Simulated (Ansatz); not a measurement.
The system is BaTiO3.

```xyz
5
Lattice="2.8277 1.6326 2.3177 -2.8277 1.6326 2.3177 0.0000 -3.2651 2.3177" Properties=species:S:1:pos:R:3 pbc="T T T"
Ba   -2.7004    1.6624    2.3728
Ti   -0.0605   -0.0667    3.6407
O    -0.0308   -1.5655    4.5301
O    -1.4487    0.8432    4.4791
O     1.4127    0.7592    4.5299
```

The cell isn't the ideal one: all atoms moved at random, sigma 0.05 Å a component.

Base run:

```yaml
Program: Ansatz 0.2.0
Functional: PBE
Potentials_or_basis: Ansatz PAW
Cutoff: "420 eV (not typed: the program's choice for these potentials)"
k_mesh: 7 × 7 × 7
Occupations: fermi-dirac, width 0.05 eV
Spin: no spin polarisation
```

Its results: band gap on the k mesh 2.78 eV, indirect (least direct gap 3.32 eV); pressure 9.5 GPa; largest force 2.199 eV/Å.

Task: The run is repeated on the same cell with these changes: hubbard terms from none to Ti d U = 5 eV; hubbard projectors from none to ortho-atomic (the default). What comes out?

Result: Band gap on the k mesh 3.30 eV, indirect (least direct gap 3.81 eV); pressure 11.5 GPa; largest force 2.750 eV/Å.

The U term pushes filled and empty states of the shell apart.

Caveats: the k mesh misses the band edges, so the gap on the mesh is wider than the one along the path; spin-orbit coupling is left out, which moves the levels of the heavy elements; forces of over 1 eV/Å show positions far from the minimum, so gaps and moduli don't describe the material at rest.
